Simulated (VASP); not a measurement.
**Ge (diamond): one PBE single-point calculation in two programs**

```
Ge
1.0
     0.00000    2.83687    2.83687
     2.83687    0.00000    2.83687
     2.83687    2.83687    0.00000
Ge
2
Direct
  0.00000 0.00000 0.00000
  0.25000 0.25000 0.25000
```

The two codes use different PAW datasets and cutoffs. VASP's cell holds 28 valence electrons and Ansatz's 28. Ansatz's stress includes a Pulay correction; VASP's doesn't.

Cutoffs: 520 eV in VASP, 420 eV in Ansatz. k meshes: 8×8×8 and 8×8×8.

```tsv
	VASP	Ansatz
gap between bands v and c	0.00 eV	0.00 eV
least direct gap	0.00 eV	0.00 eV
pressure	2.9 GPa	3.0 GPa
```

Band v is the last that the valence electrons fill when counted band by band, and c is the next. Levels in eV from the top of v, Ansatz:

| point | v−1 | v | c | c+1 |
| --- | --- | --- | --- | --- |
| Γ | 0.00 | 0.00 | 0.00 | 2.54 |
| X | -3.04 | -3.04 | 0.76 | 0.76 |
| K | -4.29 | -2.61 | 1.16 | 4.07 |
| L | -1.39 | -1.39 | 0.16 | 3.74 |
| W | -3.86 | -3.86 | 4.29 | 4.29 |

VASP:

```tsv
point	v−1	v	c	c+1
Γ	0.00	0.00	0.00	2.55
X	-3.04	-3.04	0.76	0.76
K	-4.29	-2.61	1.17	4.07
L	-1.39	-1.39	0.16	3.74
W	-3.86	-3.86	4.29	4.29
```
